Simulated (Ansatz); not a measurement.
PbF2: XPS core lines

Cell: a structure deposited in the COD whose atoms were relaxed with PBE, the cell held, repeated to a supercell; a hole's nearest image is 7.5 Å away.

Space group Pnma (No. 62); a = 6.4269, b = 3.8910, c = 7.6357 Å.

| site | Wyckoff | site symmetry | x | y | z |
| --- | --- | --- | --- | --- | --- |
| Pb1 | 4c | .m. | 0.2447 | 0.7500 | 0.6063 |
| F9 | 4c | .m. | 0.6409 | 0.7500 | 0.5667 |
| F17 | 4c | .m. | 0.0260 | 0.7500 | 0.3430 |

One atom of each set is listed; the run and its k-mesh use a cell of 24 atoms with edges of 8.57, 9.98, 7.51 Å.

Method: Kohn–Sham DFT in Ansatz, PBE, plane waves and PAW, scalar-relativistic, 420 eV cutoff, Γ-centred 3×3×3 k-points, fixed occupations.

Each value is a total-energy difference between the cell with one core hole and the ground state (ΔSCF), counted from the top of the valence band. The cell with the hole is spin-polarised, as the shell with the hole is left with one unpaired spin. The periodic images are corrected with the calculated ε∞ = 3.67, 3.69, 3.58.

Simulated F 1s line (Gaussians of 0.5 eV width, one component a site), energies from the lowest component:

shift (eV), height and a bar:
```
     -1.5          0 
     -1.3          0 
     -1.1          0 
     -0.9          0 
     -0.7          0 
     -0.5          4 #
     -0.3         25 #######
     -0.1         69 #####################
      0.1        100 ##############################
      0.3         86 ##########################
      0.5         41 ############
      0.7          9 ###
      0.9          1 
      1.1          0 
      1.3          0 
      1.5          0 
      1.7          0
```

Problem. Which site gives which component? Order them by binding energy, lowest first.
A. atom 17: 5 Pb at 2.45–3.04 Å
B. atom 9: 4 Pb at 2.46–2.58 Å

Solution. A (0.00 eV), B (0.28 eV).

The program doubts some values: the hole's higher moments are large; the potential far from the hole hasn't levelled off. Shifts between sites are good to a few tenths of an eV; absolute PBE values can be off by an eV or more, and the 3d and 4f lines of heavy atoms by several eV. Multiplets, satellites and widths aren't calculated.

Hardware: 1 thread of Arm Neoverse V1 (aarch64; 8 cores open to the job, memory cap 3.0 GiB, no GPU), a shared host with a load of 0.4 a core. Wall time 14 min, CPU time 14 min, peak memory 1.3 GiB.
